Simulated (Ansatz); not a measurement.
BP, DFT, LDA, all-electron LAPW, scalar-relativistic (Ansatz 0.2.0), run on 1 thread of Arm Neoverse V1 on a shared host.

The cell comes from COD entry 9008835, which wasn't checked; take it as a given geometry. The listed cell was then made from it by scaling, straining or moving an atom.

Command: `ansatz run input.yaml --threads 1 --pin off --max-ram 3072MiB --backend cpu --events-out ev --progress --plain --runs-dir out`

```yaml
crystal:
  lattice:
    - [0.0, 2.2226808807, 2.2226808807]
    - [2.2226808807, 0.0, 2.2226808807]
    - [2.2226808807, 2.2226808807, 0.0]
  atoms:
    - { symbol: B, position: [0.0, 0.0, 0.0] }
    - { symbol: P, position: [0.75, 0.75, 0.75] }
kpoints:
  mp_grid: { grid: [15, 15, 15] }
  band_path:
    path:
      - [0.0, 0.0, 0.0]
      - [-0.5, -0.5, 0.0]
      - [-0.375, -0.375, 0.25]
      - [-0.375, 0.0, 0.375]
      - [0.0, 0.0, 0.0]
      - [0.0, 0.0, 0.5]
      - [-0.5, -0.25, 0.25]
      - [-0.5, -0.5, 0.0]
    npoints: 5
scf:
  occupations: { method: fermi_dirac, width: 0.05 }
hamiltonian:
  xc: lda
  pseudopotentials: { kind: all_electron, lapw: { basis_error: 0.001 } }
output:
  forces: true
  stress: true
  eigenvalues: true
```

**Question.** How large is the problem that the program sets up?

**Answer.** 120 irreducible k-points, 259 plane waves at Γ, 13 bands.

**Question.** Estimate the wall time and the peak memory.

**Answer.** 17 s of wall time for 6 SCF iterations, with a peak of 0.28 GiB. Times on shared machines scatter by tens of per cent.
